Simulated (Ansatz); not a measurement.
# Germanium, hcp under r²SCAN: from relaxation to bulk modulus, part 1 of 2

What does r²SCAN give for germanium in the hcp structure? We relax it, solve it on a dense k-mesh, switch on spin-orbit coupling, then scale the cell to 7 volumes from 88 to 112 % of the relaxed one and try a fit of the equation of state. The k-meshes are 12×12×7 for the relaxation; 20×20×11 for the dense run; 12×12×7 for spin-orbit coupling; 13×13×8 for the volumes.

This is Ge in the hcp structure; at room conditions it is diamond.

Computed with Ansatz 0.2.0 (DFT r2SCAN, plane waves (500 eV) with PAW, scalar-relativistic; the PAW data stem from PBE, with regenerated cores, unless a step says otherwise).

## (1) The system as given

It takes space group P6_3/mmc (No. 194, hexagonal). The conventional cell has a = 3.008 Å, b = 3.008 Å, c = 4.911 Å, α = 90.00°, β = 90.00°, γ = 120.00°. Ge (site symmetry -6m2) has 12 Ge at 3.01 Å as nearest neighbours.

Structure file:

```
CELL_PARAMETERS angstrom
3.00765 0.00000 0.00000
-1.50383 2.60470 0.00000
0.00000 0.00000 4.91150
ATOMIC_POSITIONS crystal
Ge 0.33333 0.66667 0.25000
Ge 0.66667 0.33333 0.75000
```

## (2) Relaxing cell and atoms

input.yaml

```yaml
crystal:
  lattice:
    - [3.0076538696, 0.0, 0.0]
    - [-1.5038269348, 2.6047046568, 0.0]
    - [0.0, 0.0, 4.911498769]
  atoms:
    - { symbol: Ge, position: [0.3333333333, 0.6666666667, 0.25] }
    - { symbol: Ge, position: [0.6666666667, 0.3333333333, 0.75] }
hamiltonian:
  xc: r2scan
  pseudopotentials:
    kind: paw
    azcp:
      Ge: "pseudopotentials/Ge.paw.azcp"
basis:
  ecutwfc: 500
  fft_grid_basis: typed
kpoints:
  mp_grid: { grid: [12, 12, 7], shift: [0, 0, 0] }
magnetization:
  spin_polarized: false
scf:
  occupations: { method: fermi_dirac, width: 0.1 }
relax:
  max_steps: 60
  f_tol: 0.01
  cell: {}
```

The run is started by

```sh
> ansatz run input.yaml --threads 1 --pin off --max-ram 3584MiB --backend cpu --events-out ev --progress --plain --runs-dir out
```

Log, shortened:

```text
[...]
Pseudopotentials: kind: paw
Pseudopotential: Ge, paw, valence charge 14, recommended cutoff 500 eV (meta_gga), <dir>
Functional definition: r2SCAN
[...]
Crystal: 2 atoms, lattice volume = 38.477 Å³
Basis set: ecut = 500 eV, 989 PW (Γ), exchange–correlation on 96×96×144 points (64 copies of the dense FFT grid, shifted against one another)
Bands: 18, of which v1, the nominal top of the filled ones, is band 14 counted from 1 (13 counted from 0)
Symmetry: 24 space group operations
Space group: P63/mmc (ITA 194), of the structure as read, at distance tolerance 3.4e-5 Å
k-points: 76 of 1008
[...]
SCF iter   1: F=—  HF=-8604.637507 eV  |F-HF|=—  |Δ(HF+E_count)|=         —  Δρ=7.21e-3  dr2=6.09e-3  dr2_τ=4.53e-4  ethr=1.77e-3  ⟨swp⟩=5.0  Hψ=5563  notcnv=0
[...]
relax step   1: F+E_penalty+E_count = -8604.65152450 eV  Δ(F+E_penalty+E_count) = +0.000e0 eV  max|allowed force component| = 1.480e-16 eV/Å  Δτ_max = 0.0000 Å  P = -1.885 GPa  Ω = 38.477 Å³  (6 SCF iters, dr2 threshold 1.00e-7 eV, accepted)
[...]
relax step   5: F+E_penalty+E_count = -8604.67356938 eV  Δ(F+E_penalty+E_count) = -4.452e-5 eV  max|allowed force component| = 1.411e-16 eV/Å  Δτ_max = 0.0000 Å  P = +0.002 GPa  Ω = 37.501 Å³  energy of the carried Pulay correction = +3.535e-4 eV  (3 SCF iters, dr2 threshold 3.41e-8 eV, accepted)
[...]
relax step   6: F+E_penalty+E_count = -8604.67331436 eV  Δ(F+E_penalty+E_count) = +2.550e-4 eV  max|allowed force component| = 1.434e-16 eV/Å  Δτ_max = 0.0000 Å  P = -0.005 GPa  Ω = 37.501 Å³  stress off target by 2.65e-2 GPa  SCF on the basis re-selected at this cell (its energy is not [...]
SCF converged after 5 iterations
Free energy (F): -8604.673314 eV
[...]
E sigma→0 (E₀):  -8604.660287 eV
Entropy (-TS):   -0.026054 eV (-13.027 meV/atom)
Fermi energy:    11.146510 eV
[...]
--- Forces (eV/Å), atoms counted from 1 ---
  atom   1  Ge    -0.00000000    -0.00000000     0.00000000
  atom   2  Ge     0.00000000     0.00000000    -0.00000000
[...]
--- Stress (GPa, compression-positive) ---
        0.005224       0.000000      -0.000000
        0.000000       0.005224       0.000000
       -0.000000       0.000000      -0.026529
  P = ⅓ Tr σ = -0.0054 GPa (-0.054 kbar)
--- Relaxed structure (5 steps of the walk, 5 accepted, 1 SCFs on fresh bases) ---
  F+E_penalty+E_count = -8604.67331436 eV   max|allowed force component| = 1.434e-16 eV/Å   (the final SCF, on the basis selected at the relaxed cell)
  cell:  # Å, volume = 37.5011 Å³
    - [3.035100634673932, -9.150965993126559e-34, 1.880102367072181e-18]
    - [-1.517550317336966, 2.6284742526698976, -9.400511835360873e-19]
    - [3.0702071654311847e-18, 5.977410986714769e-33, 4.700754395419502]
  atoms:
    - { symbol: Ge, position: [0.33333333333333337, 0.6666666666666667, 0.25] }
    - { symbol: Ge, position: [0.6666666666666667, 0.33333333333333337, 0.7499999999999999] }
```

It took 46 s on 1 thread of Intel Xeon Platinum 8259CL at 2.50GHz (Skylake/Cascade Lake), shared host; peak memory 0.63 GiB.

The steps of the relaxation:

```tsv
step	energy change (meV/atom)	largest force (eV/Å)	pressure (GPa)	volume (Å³/atom)
1	0.00	0.0000	-1.88	19.238
2	-8.52	0.0000	0.89	18.472
3	-10.73	0.0000	0.61	18.582
4	-11.00	0.0000	-0.11	18.782
5	-11.02	0.0000	0.00	18.751
6	-10.89	0.0000	-0.01	18.751
```

Steps that repeat a cell are solved on a basis chosen anew, so their changes of energy are no gain of the relaxation.

Changes in the cell that was computed:

|  | before | after | change |
| --- | --- | --- | --- |
| a (Å) | 3.008 | 3.035 | +0.9 % |
| b (Å) | 3.008 | 3.035 | +0.9 % |
| c (Å) | 4.911 | 4.701 | -4.3 % |
| volume (Å³/atom) | 19.238 | 18.751 | -2.5 % |
| shortest distance (Å) | 3.008 | 2.932 | -2.5 % |
| space group (spins left aside) | P6_3/mmc | P6_3/mmc | same |

## (3) The energy on a finer k-mesh

input.yaml

```yaml
crystal:
  lattice:
    - [3.0351006347, 0.0, 0.0]
    - [-1.5175503173, 2.6284742527, 0.0]
    - [0.0, 0.0, 4.7007543954]
  atoms:
    - { symbol: Ge, position: [0.3333333333, 0.6666666667, 0.25] }
    - { symbol: Ge, position: [0.6666666667, 0.3333333333, 0.75] }
hamiltonian:
  xc: r2scan
  pseudopotentials:
    kind: paw
    azcp:
      Ge: "pseudopotentials/Ge.paw.azcp"
basis:
  ecutwfc: 500
  fft_grid_basis: typed
kpoints:
  mp_grid: { grid: [20, 20, 11], shift: [0, 0, 0] }
magnetization:
  spin_polarized: false
scf:
  occupations: { method: fermi_dirac, width: 0.1 }
```

The run is started by

```sh
> ansatz run input.yaml --threads 1 --pin off --max-ram 3584MiB --backend cpu --events-out ev --progress --plain --runs-dir out
```

Log, shortened:

```text
[...]
[... 3 set-up lines as earlier in the session ...]
[...]
Crystal: 2 atoms, lattice volume = 37.501 Å³
Basis set: ecut = 500 eV, 953 PW (Γ), exchange–correlation on 96×96×144 points (64 copies of the dense FFT grid, shifted against one another)
Bands: 18, of which v1, the nominal top of the filled ones, is band 14 counted from 1 (13 counted from 0)
[... 1 set-up line as earlier in the session ...]
Space group: P63/mmc (ITA 194), of the structure as read, at distance tolerance 3.3e-5 Å
k-points: 264 of 4400
[...]
SCF iter   1: F=—  HF=-8604.638044 eV  |F-HF|=—  |Δ(HF+E_count)|=         —  Δρ=7.15e-3  dr2=6.14e-3  dr2_τ=6.06e-4  ethr=1.77e-3  ⟨swp⟩=4.9  Hψ=19308  notcnv=0
[...]
SCF iter   6: F=-8604.653072 eV  HF=-8604.653072 eV  |F-HF|=1.71e-8  |Δ(HF+E_count)|=   2.18e-6  Δρ=1.07e-5  dr2=1.89e-8  dr2_τ=2.82e-10  ethr=3.57e-10  ⟨swp⟩=1.0  Hψ=11601  notcnv=0
[...]
SCF converged after 6 iterations
Free energy (F): -8604.653072 eV
[...]
E sigma→0 (E₀):  -8604.638430 eV
Entropy (-TS):   -0.029284 eV (-14.642 meV/atom)
Fermi energy:    11.123963 eV
[...]
```

Wall time 19 s (1 thread of Intel Xeon Platinum 8259CL at 2.50GHz (Skylake/Cascade Lake), shared host); peak memory 0.68 GiB.

## (4) With spin-orbit coupling

input.yaml: that of step 3 with these lines changed.

```diff
@@ -11,3 +11,3 @@
   pseudopotentials:
-    kind: paw
+    kind: paw_fr
     azcp:
@@ -18,5 +18,6 @@
 kpoints:
-  mp_grid: { grid: [20, 20, 11], shift: [0, 0, 0] }
+  mp_grid: { grid: [12, 12, 7], shift: [0, 0, 0] }
 magnetization:
-  spin_polarized: false
+  noncollinear: true
+  spin_orbit: true
 scf:
```

The run is started by

```sh
> ansatz run input.yaml --threads 1 --pin off --max-ram 3584MiB --backend cpu --events-out ev --progress --plain --runs-dir out
```

Log, shortened:

```text
[...]
Pseudopotentials: kind: paw_fr
Pseudopotential: Ge, paw_fr, valence charge 14, recommended cutoff 500 eV (meta_gga), <dir>
[... 1 set-up line as earlier in the session ...]
[...]
non-collinear run that drives no moment, with spin-orbit: no starting moment large enough to seed its density (crystal.atoms[].spin), no starting occupations that ask for one, no magnetisation constraint and no magnetic field, so the semilocal B_xc is pinned to zero
Crystal: 2 atoms, lattice volume = 37.501 Å³
Basis set: ecut = 500 eV, 953 PW (Γ), exchange–correlation on 96×96×144 points (64 copies of the dense FFT grid, shifted against one another)
Bands: 36, of which v1, the nominal top of the filled ones, is band 28 counted from 1 (27 counted from 0)
Symmetry: 24 space group operations + 24 with time reversal
Magnetic group: BNS 194.264 (UNI 1494), of the structure as read, at distance tolerance 3.3e-5 Å
k-points: 76 of 1008
Projection manifold: j_resolved (fully-relativistic pseudo-atomic orbitals)
[...]
SCF iter   1: F=—  HF=-8599.186461 eV  |F-HF|=—  |Δ(HF+E_count)|=         —  Δρ=1.44e-2  dr2=5.03e-2  dr2_τ=1.67e-4  dr2_m=0.00e0 (ungated)  ethr=1.76e-4  |M|=0.00e0 ∫|m|=0.00e0 μB  |m|>n=0.0e0 m-floor=0.0e0 τ_xc=0.0e0  β_m=0.30  ⟨swp⟩=1.0  Hψ=7983  notcnv=0
[...]
SCF iter   7: F=-8599.207644 eV  HF=-8599.207644 eV  |F-HF|=6.40e-9  |Δ(HF+E_count)|=   2.17e-8  Δρ=2.76e-6  dr2=1.81e-9  dr2_τ=5.91e-12  dr2_m=0.00e0 (ungated)  ethr=3.82e-11  |M|=0.00e0 ∫|m|=0.00e0 μB  |m|>n=0.0e0 m-floor=0.0e0 τ_xc=0.0e0  ⟨swp⟩=1.0  Hψ=4131  notcnv=0
[...]
SCF converged after 7 iterations
Magnetization: |M| = 0.0000 μB,  M = (+0.0000, +0.0000, +0.0000) μB
Absolute magnetization: 0.0000 μB (∫|m|)
  site 0: m = (+0.0000, +0.0000, +0.0000) μB, |m| = 0.0000 μB  (R = 1.21 Å)
  site 1: m = (+0.0000, +0.0000, +0.0000) μB, |m| = 0.0000 μB  (R = 1.21 Å)
Free energy (F): -8599.207644 eV
[...]
E sigma→0 (E₀):  -8599.194624 eV
Entropy (-TS):   -0.026041 eV (-13.020 meV/atom)
Fermi energy:    11.143865 eV
[...]
```

It took 38 s on 1 thread of Intel Xeon Platinum 8259CL at 2.50GHz (Skylake/Cascade Lake), shared host; peak memory 0.68 GiB.

With and without spin-orbit coupling:

```tsv
	scalar-relativistic	with spin-orbit coupling
k-mesh	20×20×11	12×12×7
gap on the mesh	none (levels filled in part)	none (levels filled in part)
```

The meshes differ, so small differences between the columns need not come from spin-orbit coupling.

## (5) The cell scaled to 88 % of its volume

input.yaml

```yaml
crystal:
  lattice:
    - [2.9084882898, 0.0, 0.0]
    - [-1.4542441449, 2.5188247456, 0.0]
    - [0.0, 0.0, 4.5046575907]
  atoms:
    - { symbol: Ge, position: [0.3333333333, 0.6666666667, 0.25] }
    - { symbol: Ge, position: [0.6666666667, 0.3333333333, 0.75] }
hamiltonian:
  xc: r2scan
  pseudopotentials:
    kind: paw
    azcp:
      Ge: "pseudopotentials/Ge.paw.azcp"
basis:
  ecutwfc: 500
  fft_grid_basis: typed
kpoints:
  mp_grid: { grid: [13, 13, 8], shift: [0, 0, 0] }
magnetization:
  spin_polarized: false
scf:
  occupations: { method: fermi_dirac, width: 0.1 }
  lower_state_search: "off"
output:
  stress: true
```

The run is started by

```sh
> ansatz run input.yaml --threads 1 --pin off --max-ram 3584MiB --backend cpu --events-out ev --progress --plain --runs-dir out
```

Log, shortened:

```text
[...]
[... 3 set-up lines as earlier in the session ...]
[...]
Crystal: 2 atoms, lattice volume = 33.001 Å³
Basis set: ecut = 500 eV, 857 PW (Γ), exchange–correlation on 96×96×144 points (64 copies of the dense FFT grid, shifted against one another)
Bands: 18, of which v1, the nominal top of the filled ones, is band 14 counted from 1 (13 counted from 0)
[... 1 set-up line as earlier in the session ...]
Space group: P63/mmc (ITA 194), of the structure as read, at distance tolerance 3.2e-5 Å
k-points: 105 of 1352
[...]
SCF iter   1: F=-8604.477992 eV  HF=-8604.465518 eV  |F-HF|=1.25e-2  |Δ(HF+E_count)|=         —  Δρ=8.25e-3  dr2=6.40e-3  dr2_τ=1.97e-3  ethr=1.77e-3  ⟨swp⟩=4.9  Hψ=8116  notcnv=0
[...]
SCF iter   6: F=-8604.490459 eV  HF=-8604.490459 eV  |F-HF|=7.68e-9  |Δ(HF+E_count)|=   3.16e-7  Δρ=2.84e-6  dr2=1.92e-9  dr2_τ=3.75e-11  ethr=3.22e-10  ⟨swp⟩=2.1  Hψ=7118  notcnv=0
[...]
SCF converged after 6 iterations
Free energy (F): -8604.490459 eV
[...]
E sigma→0 (E₀):  -8604.474721 eV
Entropy (-TS):   -0.031477 eV (-15.739 meV/atom)
Fermi energy:    13.188865 eV
[...]
--- Stress (GPa, compression-positive) ---
       10.976754       0.000000       0.000000
       -0.000000      10.976754      -0.000000
        0.000000      -0.000000      12.341661
  P = ⅓ Tr σ = 11.4317 GPa (114.317 kbar)
```

Wall time 12 s (1 thread of Intel Xeon Platinum 8259CL at 2.50GHz (Skylake/Cascade Lake), shared host); peak memory 0.62 GiB.

## (6) The cell scaled to 92 % of its volume

input.yaml: that of step 5 with these lines changed.

```diff
@@ -2,5 +2,5 @@
   lattice:
-    - [2.9084882898, 0.0, 0.0]
-    - [-1.4542441449, 2.5188247456, 0.0]
-    - [0.0, 0.0, 4.5046575907]
+    - [2.9519049637, 0.0, 0.0]
+    - [-1.4759524819, 2.5564246882, 0.0]
+    - [0.0, 0.0, 4.5719011998]
   atoms:
@@ -26 +26,5 @@
   stress: true
+  write_density: true
+  write_potential: true
+  elf: true
+  volumetric_format: npy
```

The run is started by

```sh
> ansatz run input.yaml --threads 1 --pin off --max-ram 3584MiB --backend cpu --events-out ev --progress --plain --runs-dir out
```

Log:

```text
Engine: ansatz 0.2.0, x86_64-unknown-linux-gnu
[... 3 set-up lines as earlier in the session ...]
  parameter k0 = 0.174
  parameter k1 = 0.065
  parameter a1 = 4.9479
  exchange = r2scan_x(k0 = k0, k1 = k1, a1 = a1)
  correlation = r2scan_c
Crystal: 2 atoms, lattice volume = 34.501 Å³
Basis set: ecut = 500 eV, 881 PW (Γ), exchange–correlation on 96×96×144 points (64 copies of the dense FFT grid, shifted against one another)
Bands: 18, of which v1, the nominal top of the filled ones, is band 14 counted from 1 (13 counted from 0)
[... 2 set-up lines as earlier in the session ...]
k-points: 105 of 1352
Non-local potential: Ge, projectors of the file, l = 0: 2, l = 1: 2, l = 2: 3, l = 3: 1
PAW form: soft (Blöchl's): semilocal exchange-correlation on the pseudo side does not see the compensation charge
PAW frozen core: Ge, regenerated for the run's functional (the file was generated under x = pbe(κ = 0.804, μ = 0.2195149727645171), c = pbe(β = 0.06672455060314922))
PAW one-centre angular grid: Ge, 590 points (default); XC on 160 Gauss nodes
Initial density: superposition of atomic densities (neutral atoms: chi_scale 0, normalization atom), corrected by the library's trained network
Initial wavefunctions: pseudopotential atomic-orbital guess
Functional: x = r2scan, c = r2scan; τ floored in thin density (d = 2e-4 eV/Å³)
SCF iter   1: F=-8604.564022 eV  HF=-8604.552946 eV  |F-HF|=1.11e-2  |Δ(HF+E_count)|=         —  Δρ=7.69e-3  dr2=5.85e-3  dr2_τ=1.36e-3  ethr=1.77e-3  ⟨swp⟩=5.0  Hψ=8117  notcnv=0
preconditioner: auto → none  [metal: Δε(μ)=0.031 eV  Ē_g=24.442 eV  σ=0.100 eV  W_gap=0.08  n_scr=8 (ndim 8)  ℏωp=33.5 eV  f_vac=0.000  D(μ)=1.12/eV (n_scr^D=2)  sad-step TF]
SCF iter   2: F=-8604.573998 eV  HF=-8604.572461 eV  |F-HF|=1.54e-3  |Δ(HF+E_count)|=   1.95e-2  Δρ=2.90e-3  dr2=1.02e-3  dr2_τ=1.98e-5  ethr=2.09e-5  ⟨swp⟩=2.0  Hψ=5026  notcnv=0  defer=14
SCF iter   3: F=-8604.574254 eV  HF=-8604.573776 eV  |F-HF|=4.77e-4  |Δ(HF+E_count)|=   1.31e-3  Δρ=1.57e-3  dr2=3.21e-4  dr2_τ=5.11e-6  ethr=3.64e-6  ⟨swp⟩=2.0  Hψ=2695  notcnv=0  defer=14
SCF iter   4: F=-8604.574371 eV  HF=-8604.574369 eV  |F-HF|=2.06e-6  |Δ(HF+E_count)|=   5.93e-4  Δρ=8.90e-5  dr2=1.30e-6  dr2_τ=1.28e-8  ethr=1.14e-6  ⟨swp⟩=2.0  Hψ=2735  notcnv=0  defer=14
SCF iter   5: F=-8604.574371 eV  HF=-8604.574371 eV  |F-HF|=1.34e-7  |Δ(HF+E_count)|=   1.92e-6  Δρ=1.54e-5  dr2=4.81e-8  dr2_τ=1.00e-9  ethr=4.64e-9  ⟨swp⟩=2.0  Hψ=2315  notcnv=0  defer=14
SCF iter   6: F=-8604.574371 eV  HF=-8604.574371 eV  |F-HF|=1.70e-9  |Δ(HF+E_count)|=   1.75e-7  Δρ=1.71e-6  dr2=5.71e-10  dr2_τ=1.28e-11  ethr=1.72e-10  ⟨swp⟩=5.8  Hψ=10987  notcnv=0
SCF 1 converged in 6 iterations: F = -8604.574371 eV  dr2 = 5.71e-10
SCF converged after 6 iterations
Free energy (F): -8604.574371 eV
Harris-Foulkes:  -8604.574371 eV  (|F-HF|=1.70e-9)
Internal energy: -8604.538520 eV  (E = F + TS)
E sigma→0 (E₀):  -8604.556445 eV
Entropy (-TS):   -0.035852 eV (-17.926 meV/atom)
Fermi energy:    12.433061 eV
--- Per-component energies (eV) ---
  E_band       = -208.525172
  E_kinetic    = 222.099526
  E_local      = -4112.211544  (includes V_loc(G=0)·N_el)
  E_nonlocal   = 833.798038
  E_hartree    = 1807.693484
  E_xc         = -139.075589
  E_vxc        = -137.861803  (∫ρ·V_xc dr)
  E_paw        = -4061.175032  (= ΣΔE_a)
  E_vpaw       = -637.917481  (= ΣTr[D̂ρ^β])
  E_aug_tail   = 0.000037  (compensation charges beyond the density's cutoff)
  E_vtau       = 8.182481  (kinetic-family band-sum trace: ∫τ·v_τ [+ j·A + Jᵃ·Aᵃ] dr)
  E_ewald      = -3153.495907
  E_core_change = -2.171532  (= ΣΔE_core)
  E_smearing   = -0.035852  (= −TS)
  E_closure    = 0.000000  (closes the sum)
  Σ components = -8604.574371   (vs F -8604.574371, Δ=0.00e0)
--- Stress (GPa, compression-positive) ---
        6.337437      -0.000000       0.000000
       -0.000000       6.337437      -0.000000
        0.000000       0.000000       7.377324
  P = ⅓ Tr σ = 6.6841 GPa (66.841 kbar)
--- Band table (eV; the first three rows and the last of 105) ---
  k-point 0: bands = ["-13.0979", "-13.0723", "-13.0723", "-13.0683", "-13.0593", "-13.0593", "-13.0557", "-13.0557", "-12.9533", "-12.9533", "-2.2919", "4.7434", "6.1784", "19.4018", "19.4018", "21.8065", "21.8065", "24.1313"]
  k-point 1: bands = ["-13.0963", "-13.0802", "-13.0802", "-13.0689", "-13.0621", "-13.0621", "-13.0434", "-13.0434", "-12.9550", "-12.9550", "-2.1726", "3.5223", "7.6292", "19.5008", "19.5008", "21.7740", "21.7740", "22.9279"]
  k-point 2: bands = ["-13.0919", "-13.0877", "-13.0877", "-13.0709", "-13.0694", "-13.0694", "-13.0235", "-13.0235", "-12.9603", "-12.9603", "-1.8143", "2.0123", "9.8254", "19.7889", "19.7889", "20.4600", "21.6279", "21.6279"]
  k-point 104: bands = ["-13.1079", "-13.1079", "-13.0468", "-13.0468", "-13.0300", "-13.0300", "-13.0087", "-13.0087", "-12.9498", "-12.9498", "5.9128", "5.9128", "8.1931", "8.1931", "9.9180", "9.9180", "20.0421", "20.0421"]
```

Wall time 14 s (1 thread of Intel Xeon Platinum 8259CL at 2.50GHz (Skylake/Cascade Lake), shared host); peak memory 0.63 GiB.

Density in a lattice plane of the grid's cell (edges 2.95 and 4.57 Å, at 0.333 of the third edge), which holds Ge.

Values in e/Å³, 12 rows by 8 columns:
```
 0.23  0.16  0.18  0.28  0.51  0.79  0.72  0.41
 0.34  0.20  0.22  0.47  2.26 10.18  7.34  1.11
 0.41  0.22  0.25  0.61  6.01 40.34 27.37  2.06
 0.34  0.20  0.22  0.47  2.34 11.04  7.89  1.12
 0.23  0.17  0.18  0.29  0.54  0.95  0.84  0.43
 0.19  0.18  0.18  0.21  0.25  0.29  0.28  0.24
 0.23  0.27  0.26  0.22  0.19  0.17  0.18  0.20
 0.33  0.43  0.41  0.29  0.20  0.15  0.16  0.23
 0.40  0.56  0.54  0.32  0.21  0.15  0.16  0.25
 0.34  0.44  0.41  0.29  0.20  0.14  0.16  0.23
 0.23  0.26  0.26  0.22  0.19  0.15  0.16  0.20
 0.19  0.17  0.18  0.20  0.24  0.24  0.25  0.23
```
Columns run along the first of these edges and rows up along the second, over one cell in 8 and 12 even steps from the bottom left corner. Atoms in the plane (fractional): Ge at (0.67, 0.75).

ELF in the same plane.

Ten even steps from '0' (0.02) to '9' (0.43):
```
8655679999999999
9766799998777899
9977899864223589
9988999741000269
9988999620120158
9988999731000269
9977899864223589
9766799998777899
8655679999999999
7766778899999998
8888888877888778
9999999876666678
9999999875545689
9999999976545789
9999999986545799
9999999976545789
9999999876555689
9999999876556678
8888888778888778
7766678999999998
```
Columns run along the first of these edges and rows up along the second, over one cell in 16 and 20 even steps from the bottom left corner. Atoms in the plane (fractional): Ge at (0.67, 0.75).

Both are smooth fields of the valence electrons: close to the nuclei they are not physical.

## (7) The cell scaled to 96 % of its volume

input.yaml: that of step 6 with these lines changed.

```diff
@@ -2,5 +2,5 @@
   lattice:
-    - [2.9519049637, 0.0, 0.0]
-    - [-1.4759524819, 2.5564246882, 0.0]
-    - [0.0, 0.0, 4.5719011998]
+    - [2.9940807328, 0.0, 0.0]
+    - [-1.4970403664, 2.5929499756, 0.0]
+    - [0.0, 0.0, 4.6372228994]
   atoms:
@@ -26,5 +26 @@
   stress: true
-  write_density: true
-  write_potential: true
-  elf: true
-  volumetric_format: npy
```

The run is started by

```sh
> ansatz run input.yaml --threads 1 --pin off --max-ram 3584MiB --backend cpu --events-out ev --progress --plain --runs-dir out
```

Log, shortened:

```text
[...]
[... 3 set-up lines as earlier in the session ...]
[...]
Crystal: 2 atoms, lattice volume = 36.001 Å³
Basis set: ecut = 500 eV, 953 PW (Γ), exchange–correlation on 96×96×144 points (64 copies of the dense FFT grid, shifted against one another)
Bands: 18, of which v1, the nominal top of the filled ones, is band 14 counted from 1 (13 counted from 0)
[... 2 set-up lines as earlier in the session ...]
k-points: 105 of 1352
[...]
SCF iter   1: F=-8604.608794 eV  HF=-8604.600520 eV  |F-HF|=8.27e-3  |Δ(HF+E_count)|=         —  Δρ=7.44e-3  dr2=5.82e-3  dr2_τ=9.13e-4  ethr=1.77e-3  ⟨swp⟩=5.0  Hψ=8127  notcnv=0
[...]
SCF iter   6: F=-8604.618796 eV  HF=-8604.618796 eV  |F-HF|=1.10e-9  |Δ(HF+E_count)|=   1.20e-7  Δρ=1.18e-6  dr2=3.00e-10  dr2_τ=6.22e-12  ethr=1.34e-10  ⟨swp⟩=1.7  Hψ=6094  notcnv=0
[...]
SCF converged after 6 iterations
Free energy (F): -8604.618796 eV
[...]
E sigma→0 (E₀):  -8604.598691 eV
Entropy (-TS):   -0.040209 eV (-20.104 meV/atom)
Fermi energy:    11.738197 eV
[...]
--- Stress (GPa, compression-positive) ---
        2.682415       0.000000       0.000000
       -0.000000       2.682415      -0.000000
        0.000000      -0.000000       3.500745
  P = ⅓ Tr σ = 2.9552 GPa (29.552 kbar)
```

Wall time 9.6 s (1 thread of Intel Xeon Platinum 8259CL at 2.50GHz (Skylake/Cascade Lake), shared host); peak memory 0.63 GiB.

(Continued in part 2 of 2.)
